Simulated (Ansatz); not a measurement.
Crystal: SrO.

```
Sr O
1.0
     0.00000    2.56630    2.56630
     2.56630    0.00000    2.56630
     2.56630    2.56630    0.00000
Sr O
1 1
Direct
  0.50000 0.50000 0.50000
  0.00000 0.00000 0.00000
```

Base run:

| Quantity | Value |
| --- | --- |
| Program | Ansatz 0.2.0 |
| Functional | revPBE |
| Potentials or basis | all-electron LAPW, scalar-relativistic |
| Cutoff | 217 eV |
| Density cutoff | 869 eV |
| Basis error allowed | 0.001 eV/atom |
| k mesh | 9 × 9 × 9 |
| Occupations | fermi-dirac, width 0.05 eV |
| Spin | no spin polarisation |

Its results: band gap on the k mesh 3.46 eV, indirect (least direct gap 3.54 eV); pressure 5.6 GPa.

Question: The run is repeated on the same cell with these changes: functional from revPBE to RPBE. What comes out?

Answer: Band gap on the k mesh 3.49 eV, indirect (least direct gap 3.57 eV); pressure 6.4 GPa.

A k mesh can miss the band edges.

Not every run made on this cell is shown here.
